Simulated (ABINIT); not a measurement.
A run of ABINIT 10.8.3 (patched build) is set up as follows.

The input run.abi:

```
# Pseudopotentials
pp_dirpath "./"
pseudos "Zn.GGA_PBE-JTH.xml, S.GGA_PBE-JTH.xml"

# Structure
acell 3*1.0 Angstrom
rprim
     3.8110000000     0.0000000000     0.0000000000
    -1.9055000000     3.3004228138     0.0000000000
     0.0000000000     0.0000000000     6.2340000000
ntypat 2
znucl 30 16
natom 4
typat 1 1 2 2
xred
     0.6666666667     0.3333333333     0.5000000000
     0.3333333333     0.6666666667     0.0000000000
     0.6666666667     0.3333333333     0.8850000000
     0.3333333333     0.6666666667     0.3850000000

# Plane-wave basis
ecut 26.0
pawecutdg 48.0
pawxcdev 0

# k points
kptopt 1
ngkpt 8 8 5
nshiftk 1
shiftk 0.0 0.0 0.0

# Exchange and correlation
ixc -120135

# Bands and occupations
nband 22
occopt 3
tsmear 0.05 eV

# SCF cycle
nstep 100
tolvrs 1.0e-9

# Output
iomode 3
prtwf 0
prtden 0
prteig 0
prtebands 0
```

Potentials or basis: JTH PAW PBE v2.0.

The run is started by

```console
$ abinit run.abi > log 2>&1
```

Problem. Estimate the band gap on the k mesh.

Solution. 2.22 eV, direct.

Problem. Estimate the largest force.

Solution. 0.301 eV/Å.

Forces in eV/Å, atoms in the order of the input:
```
Zn   0.000  0.000  0.301
Zn   0.000  0.000  0.301
S    0.000  0.000 -0.301
S    0.000  0.000 -0.301
```

Caveat: the PAW data sets were made with another functional, which shifts forces and pressure a little.

**The experiment to reproduce.**

From a printed reference work, monograph, for a bulk crystal of ZnS at 4 K: band gap 3.911 eV (direct).

Measured gap of ZnS: 3.911 eV (direct; 4 K; a printed reference work, monograph). This calculation gives 2.22 eV (-1.69 eV). The value is that of AM05, without temperature or zero-point motion. Semilocal functionals fall short of measured gaps as a rule.
